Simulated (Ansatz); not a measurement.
# Trigonal (grey) selenium under r²SCAN: convergence with the Fermi-Dirac smearing, part 2 of 2

A convergence test of the Fermi-Dirac smearing width. The geometry was relaxed under r²SCAN beforehand and stays fixed; 7 values are run, from 0.01 to 1.0 eV. Wanted are the values from which on the energy stays within 10 and 1 meV/atom, and the pressure within 0.5 GPa, of the narrowest run. Within the series other settings stay, but some runs also write fields, which adds to their time. Spin polarisation is left out.

Ansatz 0.2.0; DFT r²SCAN, plane waves with PAW, scalar-relativistic.

**6. Run at 0.3 eV**

The run at 0.3 eV.

Input file input.yaml:

```yaml
crystal:
  lattice:
    - [4.4930560488, 0.0, 0.0]
    - [-2.2465280244, 3.8911006789, 0.0]
    - [0.0, 0.0, 4.9923929492]
  atoms:
    - { symbol: Se, position: [0.2178291882, 0.0, 0.3333333333] }
    - { symbol: Se, position: [1.0, 0.2178291882, 0.6666666667] }
    - { symbol: Se, position: [0.7821708118, 0.7821708118, 0.0] }
hamiltonian:
  xc: r2scan
  pseudopotentials:
    kind: paw
    azcp:
      Se: "pseudopotentials/Se.paw.azcp"
basis:
  ecutwfc: 500
  fft_grid_basis: typed
kpoints:
  mp_grid: { grid: [8, 8, 7], shift: [0, 0, 0] }
magnetization:
  spin_polarized: false
scf:
  occupations: { method: fermi_dirac, width: 0.3 }
  lower_state_search: "off"
output:
  stress: true
  write_density: true
  write_potential: true
  elf: true
  volumetric_format: npy
```

The run is started by

```bash
$ ansatz run input.yaml --threads 2 --pin off --max-ram 5120MiB --backend cpu --events-out ev --progress --plain --runs-dir out
```

The program printed:

```text
Warning: RAYON_NUM_THREADS=2 ignored (pool sized by the plan → 2); use --threads N
band count auto-derived: 32 (N_el = 48.0; filled up to band 24; 29 by the electrons, moments and atoms)
Engine: ansatz 0.2.0, x86_64-unknown-linux-gnu
Pseudopotentials: kind: paw
Pseudopotential: Se, paw, valence charge 16, recommended cutoff 500 eV (meta_gga), <dir>
Functional definition: r2SCAN
  parameter k0 = 0.174
  parameter k1 = 0.065
  parameter a1 = 4.9479
  exchange = r2scan_x(k0 = k0, k1 = k1, a1 = a1)
  correlation = r2scan_c
Crystal: 3 atoms, lattice volume = 87.282 Å³
Basis set: ecut = 500 eV, 2209 PW (Γ), exchange–correlation on 144×144×160 points (64 copies of the dense FFT grid, shifted against one another)
Bands: 32, of which v1, the nominal top of the filled ones, is band 24 counted from 1 (23 counted from 0)
Symmetry: 6 space group operations
Space group: P3121 (ITA 152), of the structure as read, at distance tolerance 4.4e-5 Å
k-points: 55 of 448 (time reversal used)
Non-local potential: Se, projectors of the file, l = 0: 2, l = 1: 2, l = 2: 3, l = 3: 1
PAW form: soft (Blöchl's): semilocal exchange-correlation on the pseudo side does not see the compensation charge
PAW frozen core: Se, regenerated for the run's functional (the file was generated under x = pbe(κ = 0.804, μ = 0.2195149727645171), c = pbe(β = 0.06672455060314922))
PAW one-centre angular grid: Se, 590 points (default); XC on 160 Gauss nodes
Initial density: superposition of atomic densities (neutral atoms: chi_scale 0, normalization atom), corrected by the library's trained network
Initial wavefunctions: pseudopotential atomic-orbital guess
Functional: x = r2scan, c = r2scan; τ floored in thin density (d = 2e-4 eV/Å³)
SCF iter   1: F=-16434.398499 eV  HF=-16434.392916 eV  |F-HF|=5.58e-3  |Δ(HF+E_count)|=         —  Δρ=2.52e-3  dr2=3.58e-3  dr2_τ=9.07e-3  ethr=1.77e-3  ⟨swp⟩=5.7  Hψ=7380  notcnv=0
preconditioner: auto → Resta (q_TF=auto, 2.470 Å⁻¹)  ε∞=2.7  [insulator: Δε(μ)=1.613 eV  Ē_g=12.793 eV  σ=0.300 eV  W_gap=0.87  n_scr=20 (ndim 8)  ℏωp=16.9 eV  f_vac=0.128  D(μ)=0.23/eV (n_scr^D=0)  ε∞_Penn≈2.7]
SCF iter   2: F=-16434.401663 eV  HF=-16434.401125 eV  |F-HF|=5.38e-4  |Δ(HF+E_count)|=   8.21e-3  Δρ=1.53e-3  dr2=1.14e-3  dr2_τ=3.12e-5  ethr=7.45e-6  ⟨swp⟩=2.0  Hψ=3841  notcnv=0
SCF iter   3: F=-16434.401776 eV  HF=-16434.401668 eV  |F-HF|=1.07e-4  |Δ(HF+E_count)|=   5.43e-4  Δρ=5.91e-4  dr2=1.82e-4  dr2_τ=4.39e-6  ethr=2.37e-6  ⟨swp⟩=2.1  Hψ=2209  notcnv=0
SCF iter   4: F=-16434.401794 eV  HF=-16434.401791 eV  |F-HF|=2.54e-6  |Δ(HF+E_count)|=   1.23e-4  Δρ=7.16e-5  dr2=3.74e-6  dr2_τ=1.79e-7  ethr=3.78e-7  ⟨swp⟩=2.0  Hψ=2475  notcnv=0
SCF iter   5: F=-16434.401794 eV  HF=-16434.401794 eV  |F-HF|=1.14e-7  |Δ(HF+E_count)|=   3.08e-6  Δρ=1.37e-5  dr2=1.75e-7  dr2_τ=5.75e-9  ethr=7.80e-9  ⟨swp⟩=3.0  Hψ=3675  notcnv=0
SCF iter   6: F=-16434.401794 eV  HF=-16434.401794 eV  |F-HF|=1.25e-9  |Δ(HF+E_count)|=   1.42e-7  Δρ=2.39e-6  dr2=4.34e-9  dr2_τ=1.43e-10  ethr=2.08e-10  ⟨swp⟩=8.5  Hψ=10978  notcnv=0
SCF 1 converged in 6 iterations: F = -16434.401794 eV  dr2 = 4.34e-9
SCF converged after 6 iterations
Free energy (F): -16434.401794 eV
Harris-Foulkes:  -16434.401794 eV  (|F-HF|=1.25e-9)
Internal energy: -16434.293585 eV  (E = F + TS)
E sigma→0 (E₀):  -16434.347690 eV
Entropy (-TS):   -0.108209 eV (-36.070 meV/atom)
Fermi energy:    6.430695 eV
--- Per-component energies (eV) ---
  E_band       = -1305.791800
  E_kinetic    = 351.213334
  E_local      = -8009.851654  (includes V_loc(G=0)·N_el)
  E_nonlocal   = -1781.804996
  E_hartree    = 3908.542719
  E_xc         = -292.144282
  E_vxc        = -314.189276  (∫ρ·V_xc dr)
  E_paw        = -5777.478934  (= ΣΔE_a)
  E_vpaw       = 615.827634  (= ΣTr[D̂ρ^β])
  E_aug_tail   = -0.000630  (compensation charges beyond the density's cutoff)
  E_vtau       = 15.930947  (kinetic-family band-sum trace: ∫τ·v_τ [+ j·A + Jᵃ·Aᵃ] dr)
  E_ewald      = -4827.474830
  E_core_change = -5.294311  (= ΣΔE_core)
  E_smearing   = -0.108209  (= −TS)
  E_closure    = -0.000000  (closes the sum)
  Σ components = -16434.401794   (vs F -16434.401794, Δ=0.00e0)
--- Stress (GPa, compression-positive) ---
        0.055028       0.000000      -0.000000
        0.000000       0.055028      -0.000000
       -0.000000      -0.000000       0.392056
  P = ⅓ Tr σ = 0.1674 GPa (1.674 kbar)
--- Band table (eV; the first three rows and the last of 55) ---
  k-point 0: bands = ["-43.3074", "-43.3074", "-43.2657", "-43.2581", "-43.2581", "-43.2101", "-43.0782", "-43.0725", "-43.0725", "-43.0210", "-43.0210", "-43.0172", "-42.9930", "-42.9652", "-42.9652", "-10.4840", "-6.2826", "-6.2826", "1.7682", "1.7682", "2.0739", "3.6725", "3.6725", "5.3377", "7.9859", "7.9859", "8.3065", "12.2415", "12.7774", "12.7774", "14.7112", "15.0205"]
  k-point 1: bands = ["-43.3167", "-43.2967", "-43.2663", "-43.2615", "-43.2534", "-43.2125", "-43.0781", "-43.0741", "-43.0710", "-43.0220", "-43.0200", "-43.0172", "-42.9918", "-42.9689", "-42.9624", "-10.3846", "-7.2425", "-5.3509", "1.4382", "1.9717", "2.1136", "3.7276", "3.8686", "5.1843", "7.7920", "7.8611", "8.1302", "12.7038", "12.8783", "13.2933", "13.9365", "14.5409"]
  k-point 2: bands = ["-43.3234", "-43.2862", "-43.2681", "-43.2638", "-43.2470", "-43.2192", "-43.0778", "-43.0755", "-43.0697", "-43.0228", "-43.0191", "-43.0175", "-42.9885", "-42.9735", "-42.9605", "-10.0890", "-8.1508", "-4.5628", "1.0343", "2.1176", "2.2051", "3.9219", "4.2590", "4.8204", "7.5093", "7.5368", "7.7744", "13.0696", "13.4919", "13.7073", "13.7826", "14.7894"]
  k-point 54: bands = ["-43.3269", "-43.2774", "-43.2715", "-43.2649", "-43.2385", "-43.2286", "-43.0774", "-43.0766", "-43.0689", "-43.0235", "-43.0183", "-43.0177", "-42.9846", "-42.9791", "-42.9586", "-9.2554", "-8.6711", "-5.0108", "0.0222", "0.8007", "1.2672", "4.5243", "5.0869", "5.6024", "7.2931", "8.7409", "8.9474", "12.6782", "14.2224", "14.5498", "14.9710", "16.6903"]
```

Run time: 14 s. Hardware: 2 threads of Intel Xeon 6975P-C (Granite Rapids), shared host; peak memory 0.59 GiB.

**7. Run at 0.6 eV**

The run at 0.6 eV.

Edit input.yaml of step 6 so:

```diff
@@ -23,3 +23,3 @@
 scf:
-  occupations: { method: fermi_dirac, width: 0.3 }
+  occupations: { method: fermi_dirac, width: 0.6 }
   lower_state_search: "off"
@@ -27,5 +27 @@
   stress: true
-  write_density: true
-  write_potential: true
-  elf: true
-  volumetric_format: npy
```

The run is started by

```bash
$ ansatz run input.yaml --threads 2 --pin off --max-ram 5120MiB --backend cpu --events-out ev --progress --plain --runs-dir out
```

The program printed:

```text
Warning: RAYON_NUM_THREADS=2 ignored (pool sized by the plan → 2); use --threads N
band count auto-derived: 35 (N_el = 48.0; filled up to band 24; 28 by the electrons, moments and atoms)
[... 9 set-up lines as earlier in the session ...]
Crystal: 3 atoms, lattice volume = 87.282 Å³
Basis set: ecut = 500 eV, 2209 PW (Γ), exchange–correlation on 144×144×160 points (64 copies of the dense FFT grid, shifted against one another)
Bands: 35, of which v1, the nominal top of the filled ones, is band 24 counted from 1 (23 counted from 0)
[... 2 set-up lines as earlier in the session ...]
k-points: 55 of 448 (time reversal used)
[... 7 set-up lines as earlier in the session ...]
SCF iter   1: F=-16434.755715 eV  HF=-16434.750702 eV  |F-HF|=5.01e-3  |Δ(HF+E_count)|=         —  Δρ=2.62e-3  dr2=3.88e-3  dr2_τ=7.80e-3  ethr=1.77e-3  ⟨swp⟩=6.9  Hψ=8448  notcnv=0
preconditioner: auto → LDOS  [insulator: Δε(μ)=1.613 eV  Ē_g=14.306 eV  σ=0.600 eV  W_gap=0.58  n_scr=20 (ndim 8)  ℏωp=16.9 eV  f_vac=0.128  D(μ)=0.91/eV (n_scr^D=2)  ε∞_Penn≈2.4  β→1.0]
SCF iter   2: F=-16434.757218 eV  HF=-16434.761205 eV  |F-HF|=3.99e-3  |Δ(HF+E_count)|=   1.05e-2  Δρ=8.53e-4  dr2=4.81e-4  dr2_τ=3.61e-5  ethr=8.07e-6  ⟨swp⟩=2.0  Hψ=4088  notcnv=0
SCF iter   3: F=-16434.759104 eV  HF=-16434.759161 eV  |F-HF|=5.70e-5  |Δ(HF+E_count)|=   2.04e-3  Δρ=2.21e-4  dr2=4.75e-5  dr2_τ=3.03e-6  ethr=1.00e-6  ⟨swp⟩=2.0  Hψ=3630  notcnv=0
SCF iter   4: F=-16434.759154 eV  HF=-16434.759152 eV  |F-HF|=2.02e-6  |Δ(HF+E_count)|=   9.43e-6  Δρ=5.96e-5  dr2=2.78e-6  dr2_τ=8.76e-8  ethr=9.89e-8  ⟨swp⟩=2.0  Hψ=3302  notcnv=0
SCF iter   5: F=-16434.759155 eV  HF=-16434.759155 eV  |F-HF|=4.43e-7  |Δ(HF+E_count)|=   3.44e-6  Δρ=2.32e-5  dr2=7.36e-7  dr2_τ=1.36e-8  ethr=5.79e-9  ⟨swp⟩=2.0  Hψ=3428  notcnv=0
SCF iter   6: F=-16434.759155 eV  HF=-16434.759155 eV  |F-HF|=8.39e-9  |Δ(HF+E_count)|=   1.59e-7  Δρ=3.00e-6  dr2=3.36e-9  dr2_τ=4.00e-10  ethr=2.08e-10  ⟨swp⟩=2.6  Hψ=6853  notcnv=0
SCF 1 converged in 6 iterations: F = -16434.759155 eV  dr2 = 3.36e-9
SCF converged after 6 iterations
Free energy (F): -16434.759155 eV
Harris-Foulkes:  -16434.759155 eV  (|F-HF|=8.39e-9)
Internal energy: -16433.467864 eV  (E = F + TS)
E sigma→0 (E₀):  -16434.113510 eV
Entropy (-TS):   -1.291291 eV (-430.430 meV/atom)
Fermi energy:    6.394690 eV
--- Per-component energies (eV) ---
  E_band       = -1304.780092
  E_kinetic    = 351.953272
  E_local      = -8010.065648  (includes V_loc(G=0)·N_el)
  E_nonlocal   = -1781.824286
  E_hartree    = 3908.695800
  E_xc         = -292.009928
  E_vxc        = -314.118451  (∫ρ·V_xc dr)
  E_paw        = -5777.447304  (= ΣΔE_a)
  E_vpaw       = 615.873509  (= ΣTr[D̂ρ^β])
  E_aug_tail   = -0.000630  (compensation charges beyond the density's cutoff)
  E_vtau       = 16.011644  (kinetic-family band-sum trace: ∫τ·v_τ [+ j·A + Jᵃ·Aᵃ] dr)
  E_ewald      = -4827.474830
  E_core_change = -5.294311  (= ΣΔE_core)
  E_smearing   = -1.291291  (= −TS)
  E_closure    = 0.000000  (closes the sum)
  Σ components = -16434.759155   (vs F -16434.759155, Δ=0.00e0)
--- Stress (GPa, compression-positive) ---
        0.996783       0.000000      -0.000000
        0.000000       0.996783      -0.000000
       -0.000000      -0.000000       2.853910
  P = ⅓ Tr σ = 1.6158 GPa (16.158 kbar)
```

Wall time 11 s (2 threads of Intel Xeon 6975P-C (Granite Rapids), shared host); peak memory 0.62 GiB.

**8. Run at 1.0 eV**

The run at 1.0 eV.

Edit input.yaml of step 7 so:

```diff
@@ -23,3 +23,3 @@
 scf:
-  occupations: { method: fermi_dirac, width: 0.6 }
+  occupations: { method: fermi_dirac, width: 1.0 }
   lower_state_search: "off"
@@ -27 +27,5 @@
   stress: true
+  write_density: true
+  write_potential: true
+  elf: true
+  volumetric_format: npy
```

The run is started by

```bash
$ ansatz run input.yaml --threads 2 --pin off --max-ram 5120MiB --backend cpu --events-out ev --progress --plain --runs-dir out
```

The program printed:

```text
Warning: RAYON_NUM_THREADS=2 ignored (pool sized by the plan → 2); use --threads N
band count auto-derived: 45 (N_el = 48.0; filled up to band 24; 29 by the electrons, moments and atoms)
[... 9 set-up lines as earlier in the session ...]
Crystal: 3 atoms, lattice volume = 87.282 Å³
Basis set: ecut = 500 eV, 2209 PW (Γ), exchange–correlation on 144×144×160 points (64 copies of the dense FFT grid, shifted against one another)
Bands: 45, of which v1, the nominal top of the filled ones, is band 24 counted from 1 (23 counted from 0)
[... 2 set-up lines as earlier in the session ...]
k-points: 55 of 448 (time reversal used)
[... 7 set-up lines as earlier in the session ...]
SCF iter   1: F=-16436.138657 eV  HF=-16436.138758 eV  |F-HF|=1.01e-4  |Δ(HF+E_count)|=         —  Δρ=7.87e-3  dr2=3.80e-2  dr2_τ=6.13e-3  ethr=1.77e-3  ⟨swp⟩=7.9  Hψ=11576  notcnv=0
preconditioner: auto → LDOS  [metal: Δε(μ)=1.613 eV  Ē_g=18.578 eV  σ=1.000 eV  W_gap=0.38  n_scr=20 (ndim 8)  ℏωp=16.9 eV  f_vac=0.128  D(μ)=1.36/eV (n_scr^D=8)  β→1.0]
SCF iter   2: F=-16436.142155 eV  HF=-16436.147724 eV  |F-HF|=5.57e-3  |Δ(HF+E_count)|=   8.97e-3  Δρ=1.56e-3  dr2=1.96e-3  dr2_τ=7.07e-5  ethr=7.91e-5  ⟨swp⟩=2.0  Hψ=4530  notcnv=0
SCF iter   3: F=-16436.144857 eV  HF=-16436.145475 eV  |F-HF|=6.18e-4  |Δ(HF+E_count)|=   2.25e-3  Δρ=5.00e-4  dr2=2.59e-4  dr2_τ=1.59e-5  ethr=4.09e-6  ⟨swp⟩=2.0  Hψ=4184  notcnv=0
SCF iter   4: F=-16436.145231 eV  HF=-16436.145227 eV  |F-HF|=3.74e-6  |Δ(HF+E_count)|=   2.48e-4  Δρ=1.32e-4  dr2=1.31e-5  dr2_τ=3.05e-7  ethr=5.40e-7  ⟨swp⟩=2.0  Hψ=4157  notcnv=0
SCF iter   5: F=-16436.145242 eV  HF=-16436.145242 eV  |F-HF|=2.26e-8  |Δ(HF+E_count)|=   1.51e-5  Δρ=2.88e-5  dr2=7.94e-7  dr2_τ=2.06e-8  ethr=2.73e-8  ⟨swp⟩=2.0  Hψ=4259  notcnv=0
SCF iter   6: F=-16436.145242 eV  HF=-16436.145242 eV  |F-HF|=1.14e-9  |Δ(HF+E_count)|=   3.54e-7  Δρ=5.37e-6  dr2=2.56e-8  dr2_τ=1.15e-9  ethr=2.08e-10  ⟨swp⟩=12.0  Hψ=17928  notcnv=0
SCF 1 converged in 6 iterations: F = -16436.145242 eV  dr2 = 2.56e-8
  Residual-converged pass: ⟨swp⟩=1.0  Hψ=2695  notcnv=0  max |occ|·‖R‖ = 7.1e-9 eV (tolerance 1.0e-8 eV)  dr2=2.56e-8  dr2_τ=1.15e-9  dr2_onsite=3.72e-9  max |Δocc| = 2.0e-12
SCF converged after 6 iterations
Free energy (F): -16436.145242 eV
Harris-Foulkes:  -16436.145242 eV  (|F-HF|=1.14e-9)
Internal energy: -16431.434640 eV  (E = F + TS)
E sigma→0 (E₀):  -16433.789941 eV
Entropy (-TS):   -4.710602 eV (-1570.201 meV/atom)
Fermi energy:    6.393972 eV
--- Per-component energies (eV) ---
  E_band       = -1301.930752
  E_kinetic    = 354.033800
  E_local      = -8011.027854  (includes V_loc(G=0)·N_el)
  E_nonlocal   = -1781.925875
  E_hartree    = 3909.435253
  E_xc         = -291.828973
  E_vxc        = -314.065076  (∫ρ·V_xc dr)
  E_paw        = -5777.351222  (= ΣΔE_a)
  E_vpaw       = 616.033079  (= ΣTr[D̂ρ^β])
  E_aug_tail   = -0.000629  (compensation charges beyond the density's cutoff)
  E_vtau       = 16.152317  (kinetic-family band-sum trace: ∫τ·v_τ [+ j·A + Jᵃ·Aᵃ] dr)
  E_ewald      = -4827.474830
  E_core_change = -5.294311  (= ΣΔE_core)
  E_smearing   = -4.710602  (= −TS)
  E_closure    = 0.000000  (closes the sum)
  Σ components = -16436.145242   (vs F -16436.145242, Δ=0.00e0)
--- Stress (GPa, compression-positive) ---
        3.912252       0.000000      -0.000000
        0.000000       3.912252      -0.000000
       -0.000000      -0.000000       7.796771
  P = ⅓ Tr σ = 5.2071 GPa (52.071 kbar)
--- Band table (eV; the first three rows and the last of 55) ---
  k-point 0: bands = ["-43.2254", "-43.2254", "-43.1864", "-43.1750", "-43.1750", "-43.1263", "-43.0619", "-43.0570", "-43.0570", "-43.0055", "-43.0055", "-43.0018", "-42.9972", "-42.9710", "-42.9710", "-10.4717", "-6.2856", "-6.2856", "1.7842", "1.7842", "2.0748", "3.6399", "3.6399", "5.2877", "7.9720", "7.9720", "8.2844", "12.2345", "12.7671", "12.7671", "14.7123", "14.9953", "15.2050", "15.2050", "17.7539", "17.7539", "20.3452", "20.3452", "25.1748", "25.1748", "25.7063", "25.7466", "26.4829", "27.1848", "27.1848"]
  k-point 1: bands = ["-43.2339", "-43.2156", "-43.1869", "-43.1788", "-43.1700", "-43.1290", "-43.0617", "-43.0587", "-43.0552", "-43.0065", "-43.0044", "-43.0020", "-42.9958", "-42.9740", "-42.9688", "-10.3725", "-7.2404", "-5.3606", "1.4605", "1.9829", "2.1151", "3.6935", "3.8360", "5.1363", "7.7794", "7.8456", "8.1066", "12.6979", "12.8710", "13.2777", "13.9242", "14.5174", "15.6087", "16.1620", "17.3905", "17.8882", "19.3687", "22.1724", "23.9342", "24.3616", "24.9929", "26.4525", "26.5000", "26.8866", "27.0359"]
  k-point 2: bands = ["-43.2400", "-43.2059", "-43.1886", "-43.1814", "-43.1635", "-43.1360", "-43.0615", "-43.0600", "-43.0537", "-43.0074", "-43.0035", "-43.0023", "-42.9922", "-42.9779", "-42.9674", "-10.0776", "-8.1451", "-4.5804", "1.0643", "2.1261", "2.2085", "3.8850", "4.2232", "4.7758", "7.4996", "7.5188", "7.7492", "13.0493", "13.4753", "13.7048", "13.7803", "14.7635", "15.4788", "15.9973", "17.6520", "18.7856", "21.1251", "21.4464", "22.1116", "22.1689", "24.7616", "25.4239", "26.4856", "26.8169", "27.2389"]
  k-point 54: bands = ["-43.2432", "-43.1975", "-43.1918", "-43.1827", "-43.1552", "-43.1454", "-43.0613", "-43.0608", "-43.0528", "-43.0082", "-43.0028", "-43.0024", "-42.9883", "-42.9831", "-42.9656", "-9.2412", "-8.6600", "-5.0402", "0.0436", "0.7922", "1.2562", "4.4996", "5.0597", "5.5737", "7.2912", "8.7256", "8.9329", "12.6627", "14.2115", "14.5301", "14.9489", "16.6800", "17.1749", "17.9496", "18.9738", "19.3125", "19.7715", "20.6216", "20.9958", "21.9360", "22.5741", "23.6263", "24.0613", "24.4239", "25.0842"]
```

Wall time 20 s (2 threads of Intel Xeon 6975P-C (Granite Rapids), shared host); peak memory 0.71 GiB.

**9. The series**

Differences are taken from the run at 0.01 eV.

```
smearing (eV)  F (meV/atom)  E(σ → 0) (meV/atom)  P (GPa)  SCF cycles  CPU time
         0.01          0.00                 0.00     0.03           6      18 s
         0.03          0.00                 0.00     0.03           6      15 s
          0.1          0.00                 0.01     0.03           6      15 s
          0.2         -0.76                 1.63     0.05           6      19 s
          0.3         -7.29                10.74     0.17           6      25 s
          0.6       -126.41                88.80     1.62           6      21 s
          1.0       -588.44               196.66     5.21           6      39 s
```

**10. Results**

This closing draws on all 2 parts.

```
                                    quantity         value
E(σ → 0) stays within 10 meV/atom of 0.01 eV  up to 0.2 eV
            E(σ → 0) stays within 1 meV/atom  up to 0.1 eV
               pressure stays within 0.5 GPa  up to 0.3 eV
                         pressure at 0.01 eV      0.03 GPa
```

What this shows: The far end, 1.0 eV, lies +196.7 meV/atom and +5.2 GPa from the yardstick. Over the range F shifts by -588.4 meV/atom, while E(σ → 0) shifts by +196.7. While the width stays far under the gap, it changes nothing. The cell taken over is 7 % larger than the measured one (27.26 Å³/atom, COD).
